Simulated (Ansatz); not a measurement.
# Pt (bcc type): how the settings move a single-point run

Aim: see which settings change the result for Pt (bcc type), by how much, and at what cost.

Method: reference: DFT, PBE, norm-conserving pseudopotentials, Ansatz's default files, scalar-relativistic, in Ansatz 0.2.0.

### Step 1. The structure to begin with

It takes space group Im-3m (No. 229, cubic). Conventional cell: a = 3.164 Å, b = 3.164 Å, c = 3.164 Å, α = 90.00°, β = 90.00°, γ = 90.00°. Around Pt (site symmetry m-3m) lie 8 Pt at 2.74 Å.

Structure file:

```cif
data_structure
_symmetry_space_group_name_H-M 'Im-3m'
_symmetry_Int_Tables_number 229
_cell_length_a 3.1641
_cell_length_b 3.1641
_cell_length_c 3.1641
_cell_angle_alpha 90.000
_cell_angle_beta 90.000
_cell_angle_gamma 90.000
_cell_volume 31.68
loop_
_atom_site_label
_atom_site_type_symbol
_atom_site_symmetry_multiplicity
_atom_site_Wyckoff_symbol
_atom_site_fract_x
_atom_site_fract_y
_atom_site_fract_z
_atom_site_occupancy
Pt1 Pt 2 a 0.00000 0.00000 0.00000 1
```

### Step 2. The reference run

File input.yaml:

```yaml
crystal:
  lattice:
    - [-1.5820589383, 1.5820589383, 1.5820589383]
    - [1.5820589383, -1.5820589383, 1.5820589383]
    - [1.5820589383, 1.5820589383, -1.5820589383]
  atoms:
    - { symbol: Pt, position: [0.0, 0.0, 0.0] }
kpoints:
  mp_grid: { grid: [17, 17, 17] }
scf:
  occupations: { method: fermi_dirac, width: 0.08 }
hamiltonian:
  xc: pbe
  pseudopotentials: { kind: nc }
output:
  forces: true
  stress: true
  eigenvalues: true
```

Launch:

```bash
ansatz run input.yaml --threads 1 --pin off --max-ram 2048MiB --backend cpu --events-out ev --progress --plain --runs-dir out
```

### Step 3. Changed: xc revpbe, xc_grid 1

Changes to input.yaml since step 2:

```diff
@@ -12,3 +12,3 @@
 hamiltonian:
-  xc: pbe
+  xc: revpbe
   pseudopotentials: { kind: nc }
@@ -18 +18,3 @@
   eigenvalues: true
+basis:
+  xc_grid: 1
```

**Question.** What will these runs give? Wanted: for each run, ending; energy change; pressure; gap; force.

As calculated:

| run | ending | energy change | pressure (GPa) | gap (eV) | force (eV/Å) | cycles | time |
| --- | --- | --- | --- | --- | --- | --- | --- |
| reference | converged | - | 0.1 | 0.00 | 0.00 | 7 | 4.8 s |
| 1: xc revpbe, xc_grid 1 | converged | not comparable | 2.9 | 0.00 | 0.00 | 7 | 4.9 s |

Residual by cycle in the longest SCF loop of each run; runs are numbered as in the table. The quantity is the density residual dr2, in eV.

| cycle | reference | run 1 |
| --- | --- | --- |
| 1 | 1.04 | 0.947 |
| 2 | 0.047 | 0.0431 |
| 3 | 0.00646 | 0.00653 |
| 4 | 1.9e-4 | 2.9e-4 |
| 5 | 2.7e-6 | 4.5e-6 |
| 6 | 4.6e-8 | 5.1e-8 |
| 7 | 7.3e-11 | 7.1e-11 |

After a change of functional the difference of the totals has no physical meaning; the pressure goes from 0.1 to 2.9 GPa. The numerical grids changed too.
